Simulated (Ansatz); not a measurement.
## Ligand exchange: BrF + C4H8 → CH3F + C3H5Br

Species: BrF (bromine fluoride), singlet; C4H8 (1-butene) `C=CCC`, singlet; CH3F (fluoromethane) `CF`, singlet; C3H5Br `C=CCBr`, singlet. The partners trade Br for CH3: F–Br and C–CH3 bonds give way to F–CH3 and C–Br.

Shapes, held fixed at every level: PBE0-D4/def2-TZVP. Flexible molecules stand in one conformer, not always the lowest. Programs: Ansatz 0.2.0. The zero-point and thermal change to 298 K, harmonic and unscaled (PBE0-D4/def2-TZVP), is +1.1 kJ/mol.

| level | kind | ΔH(298 K) (kJ/mol) | less CCSD(T)/def2-TZVPP |
| --- | --- | --- | --- |
| HF/def2-SVP | Hartree–Fock | -167.3 | -26.1 |
| r2SCAN-D4/def2-TZVPP | meta-GGA | -138.5 | +2.7 |
| wB97X-V/def2-TZVPP | range-separated hybrid | -133.4 | +7.8 |
| MP2/def2-SVP | perturbation theory | -146.1 | -4.9 |
| CCSD(T)/def2-SVP | coupled cluster or CI | -137.9 | +3.3 |
| CCSD/def2-SVP | coupled cluster or CI | -140.7 | +0.5 |
| CCSD(T)/def2-TZVPP | coupled cluster or CI | -141.2 | 0.0 |

The highest level, CCSD(T)/def2-TZVPP, gives ΔH(298 K) = -141.2 kJ/mol; the levels span -167.3 to -133.4. The column of differences is taken from that level and isn't an error. No measured value is set beside it here. Relativity is left out for Br. Outer-core shells of Br are correlated, in sets that cover them unevenly.
